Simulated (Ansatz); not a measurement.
## PbS: from a first guess to the relaxed CsCl type

First guess:

```xyz
2
Lattice="3.3209 0.0000 0.0000 0.0000 3.3209 0.0000 0.0000 0.0000 3.3209" Properties=species:S:1:pos:R:3 pbc="T T T"
Pb    0.0000    0.0000    0.0000
S     1.6605    1.6605    1.6605
```

Level of theory: DFT, PBE, PAW with Ansatz's default frozen-core files, scalar-relativistic (Ansatz 0.2.0).

Cell and atoms relax within the symmetry of the start on a 11×11×11 k mesh with 0.08 eV Fermi–Dirac smearing.

The start is built from a prototype, known or not as a phase of this compound; the cutoff is 420 eV.

Spin–orbit coupling is left out, though it moves levels of the heavy atoms by tenths of an eV or more.

(1) What is the pressure of the first guess?

(2) What does it relax to?

(3) How much energy does the relaxation release?

## Answers

(1) 29.0 GPa.

(2) a = 3.653 Å, b = 3.653 Å, c = 3.653 Å, α = 90.00°, β = 90.00°, γ = 90.00° (conventional cell), 24.37 Å³ per atom:
```cif
data_structure
_symmetry_space_group_name_H-M 'Pm-3m'
_symmetry_Int_Tables_number 221
_cell_length_a 3.6527
_cell_length_b 3.6527
_cell_length_c 3.6527
_cell_angle_alpha 90.000
_cell_angle_beta 90.000
_cell_angle_gamma 90.000
_cell_volume 48.74
loop_
_atom_site_label
_atom_site_type_symbol
_atom_site_symmetry_multiplicity
_atom_site_Wyckoff_symbol
_atom_site_fract_x
_atom_site_fract_y
_atom_site_fract_z
_atom_site_occupancy
Pb1 Pb 1 a 0.00000 0.00000 0.00000 1
S1 S 1 b 0.50000 0.50000 0.50000 1
```

(3) 422 meV/atom.
